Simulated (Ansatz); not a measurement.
Data:

CsPbI3:
```cif
data_CsI3Pb
_chemical_formula_sum 'Cs1 Pb1 I3'
_space_group_name_H-M_alt 'P 1'
_space_group_IT_number 1
_cell_length_a 6.33269
_cell_length_b 6.33269
_cell_length_c 6.33269
_cell_angle_alpha 90.000
_cell_angle_beta 90.000
_cell_angle_gamma 90.000
loop_
_space_group_symop_operation_xyz
  'x, y, z'
loop_
_atom_site_label
_atom_site_type_symbol
_atom_site_fract_x
_atom_site_fract_y
_atom_site_fract_z
_atom_site_occupancy
Cs1 Cs 0.50000 0.50000 0.50000 1
Pb1 Pb 0.00000 0.00000 0.00000 1
I1 I 0.00000 0.00000 0.50000 1
I2 I 0.50000 0.00000 0.00000 1
I3 I 0.00000 0.50000 0.00000 1
```

This is the r²SCAN-relaxed structure.

All from the program Ansatz at the r²SCAN level (PAW), unless another level is named. Give the electron effective mass with spin–orbit coupling.

0.068 mₑ (isotropic).

Give the HSE06 gap on the r²SCAN cell.

1.85 eV.

Next, the gap with spin–orbit coupling?

0.39 eV.

Space group Pm-3m (cubic perovskite). This is a known high-temperature phase of the composition, computed here at zero pressure and temperature. Symmetry was held in the r²SCAN relaxation; of distortions, only those at the zone centre were tested. Scalar-relativistic: spin–orbit coupling is off unless named, which matters more the heavier the elements.

Potentials: the later of the program's two PAW sets.
